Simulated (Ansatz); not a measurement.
MoS2 built on the CdI2 prototype at its r2SCAN+rVV10 geometry: many-body runs in Ansatz on a coarse mesh, with settings drawn wide and some wrong on purpose. No gap below is converged. Spin-unpolarised throughout. Whether this structure exists isn't addressed.

The first input:
```yaml
crystal:
  lattice:
    - [3.2202374436, 0.0, 0.0]
    - [-1.6101187218, 2.7888074324, 0.0]
    - [0.0, 0.0, 5.9450268531]
  atoms:
    - { symbol: Mo, position: [0.0, 0.0, 0.0] }
    - { symbol: S, position: [0.3333333333, 0.6666666667, 0.2600310815] }
    - { symbol: S, position: [0.6666666667, 0.3333333333, 0.7399689185] }
kpoints:
  mp_grid: { grid: [6, 6, 2] }
hamiltonian:
  xc: pbe
scf:
  occupations: { method: fermi_dirac, width: 0.02 }
gw:
  n_empty_bands: 30
  ecut_chi: 10
  qp_bands: [v1, c1]
  qp_kpoints: band_edges
  screening: { model: contour_deformation }
```

Q: How does it end?

A: The ground state converges, and G0W0 is refused: the bands overlap, so this is a metal on the mesh.
```
Error: G₀W₀ refused: G₀W₀ requires an insulating spectrum, but band 13 at k-index 0 (both counted from 0) has fractional occupation f = 1.9999965 (expected 0 or 2). The pass judges the occupations at the input's 0.02 eV smearing even where the SCF narrowed it. If the crystal has a gap, the smearing's tails reach a band edge, so set scf.occupations.method: fixed, or a narrower scf.occupations.width. […]
```

Q: And with these blocks in place of the first input's?
```yaml
gw:
  n_empty_bands: 60
  ecut_chi: 80
  qp_bands: [v1, c1]
  qp_kpoints: band_edges
  screening: { model: contour_deformation }
  static_remainder: true
```

A: It is rejected at once.
```
Error: gw.static_remainder: true with hamiltonian.pseudopotentials.kind: paw|paw_fr|all_electron — the remainder's closure is formed of plane waves alone, without the terms of the atoms; leave out gw.static_remainder, or use kind: nc
```

The runs are scalar-relativistic, without spin-orbit coupling.
